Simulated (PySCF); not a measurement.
Atoms are numbered as in `[CH3:1][C:2]([CH3:3])([CH3:4])[OH:5]`. Hydrogens are named by the atom that carries them.

Computed data (PySCF): NMR shieldings at PBE0/pcSseg-1/GIAO, GFN2-xTB geometry. No solvent model, relativity neglected, equivalent nuclei averaged, single conformer.

Predict the 2D correlation tables (HSQC, COSY, HMBC).

Results:



HSQC (one-bond C–H):
```tsv
δH	δC
1.23 (H(C1)/H(C3)/H(C4))	33.1 (C1/C3/C4)
```

HMBC (two and three bonds, from the bond graph):
```tsv
δH	δC
1.23 (H(C1)/H(C3)/H(C4))	70.6 (C2), 33.1 (C1/C3/C4)
```

No COSY cross peaks are expected.

Shifts are taken against calculated references (same method and geometry level): TMS for 1H, 13C.

Exchangeable OH/NH protons stand at their gas-phase positions; hydrogen bonding in a real sample shifts them, mostly to higher δ. Shifts are as computed. Against solution values, carbons near 30 ppm lie about +3 ppm off and those near 130 ppm about +5 ppm. Of 246 compounds with measured shifts, 49 miss one by over three times the rms of a fit or turn the order of signals round; such compounds aren't used in these exercises.
